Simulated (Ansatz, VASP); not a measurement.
**One calculation of Re, two programs**

```
Re
1.0
     4.92267    0.00000    0.00000
     0.00000    4.92267    0.00000
     0.00000    0.00000    4.92267
Re
8
Direct
  0.50000 0.50000 0.50000
  0.00000 0.00000 0.00000
  0.25000 0.00000 0.50000
  0.50000 0.25000 0.00000
  0.50000 0.75000 0.00000
  0.75000 0.00000 0.50000
  0.00000 0.50000 0.75000
  0.00000 0.50000 0.25000
```

Alike in both runs: functional r2SCAN; k mesh 8 × 8 × 8; occupations gaussian, width 0.1 eV; no spin polarisation.

Ansatz relaxed the structure, and its values are those at the end. VASP's run is a single point on that final structure, the one shown.

```csv
,VASP,Ansatz
version,VASP 6.6.1,Ansatz 0.2.0
potentials or method,"VASP PAW PBE potentials, release 64 (Re)","scalar-relativistic, plane waves, PAW"
plane-wave cutoff (eV),520,500
valence electrons in the cell,56,120
```

VASP gave:

```
gap on the k mesh at the Fermi level (eV) : none
pressure (GPa)                            : -0.2
```

Which values does Ansatz return?

gap on the k mesh at the Fermi level (eV): none; pressure (GPa): 0.0.

A gap of «none» marks a metal or a gap that the smearing closes. The two sets of potentials don't hold the same shells in valence.

Caveats: the PAW data sets were made with another functional, which shifts forces and pressure a little (VASP). The runs have no spin-orbit coupling, so splittings on Re are missing.
